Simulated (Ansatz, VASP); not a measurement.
One calculation of ZrS, two programs

```
Zr S
1.0
     0.00000    2.58216    2.58216
     2.58216    0.00000    2.58216
     2.58216    2.58216    0.00000
Zr S
1 1
Direct
  0.00000 0.00000 0.00000
  0.50000 0.50000 0.50000
```

Alike in both runs: functional PBEsol; k mesh 8 × 8 × 8; occupations gaussian, width 0.1 eV; no spin polarisation.

Ansatz relaxed the structure, and its values are those at the end. VASP's run is a single point on that final structure, the one shown.

|  | VASP | Ansatz |
| --- | --- | --- |
| version | VASP 6.6.1 | Ansatz 0.2.0 |
| potentials or method | VASP PAW PBE potentials, release 64 (Zr_sv, S) | scalar-relativistic, plane waves, PAW |
| plane-wave cutoff (eV) | 520 | 420 |
| valence electrons in the cell | 18 | 18 |

```tsv
	VASP	Ansatz	Ansatz less VASP
gap on the k mesh at the Fermi level (eV)	none	none	-
pressure (GPa)	0.2	0.0	-0.23
```

A gap of «none» marks a metal or a gap that the smearing closes.

Caveats: the PAW data sets were made with another functional, which shifts forces and pressure a little (VASP).
